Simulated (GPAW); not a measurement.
The system is ZrS.

```
CELL_PARAMETERS angstrom
0.00000 2.62500 2.62500
2.62500 0.00000 2.62500
2.62500 2.62500 0.00000
ATOMIC_POSITIONS crystal
Zr 0.00000 0.00000 0.00000
S 0.50000 0.50000 0.50000
```

```yaml
Program: GPAW 26.7.0
Task: relaxation of cell and atoms
Functional: BLYP
Potentials_or_basis: PAW data sets generated in the run's folder for this functional
Cutoff: 600 eV
Basis: pw
k_mesh: 9 × 9 × 9
Occupations: fermi-dirac, width 0.05 eV
Spin: no spin polarisation
```

At the start: pressure 4.5 GPa; volume 18.09 Å³/atom.

Q: Where does the relaxation end?

A: Over 3 steps the energy falls by 9.7 meV/atom and the volume is 18.74 Å³/atom (+3.6 %); space group Fm-3m (No. 225, to 0.05 Å).

Step by step:
```csv
step,energy change (eV),largest force (eV/Å),pressure (GPa),volume (Å³)
1,0.0000,0.0000,4.55,36.18
2,-0.0100,0.0000,3.09,36.58
3,-0.0195,0.0000,0.13,37.47
```

Final structure:
```cif
data_structure
_symmetry_space_group_name_H-M 'P 1'
_symmetry_Int_Tables_number 1
_cell_length_a 3.7561
_cell_length_b 3.7561
_cell_length_c 3.7561
_cell_angle_alpha 60.000
_cell_angle_beta 60.000
_cell_angle_gamma 60.000
_cell_volume 37.47
loop_
_atom_site_label
_atom_site_type_symbol
_atom_site_fract_x
_atom_site_fract_y
_atom_site_fract_z
_atom_site_occupancy
Zr1 Zr 0.00000 0.00000 0.00000 1
S1 S 0.50000 0.50000 0.50000 1
```

Caveat: later steps reuse the first step's grids.
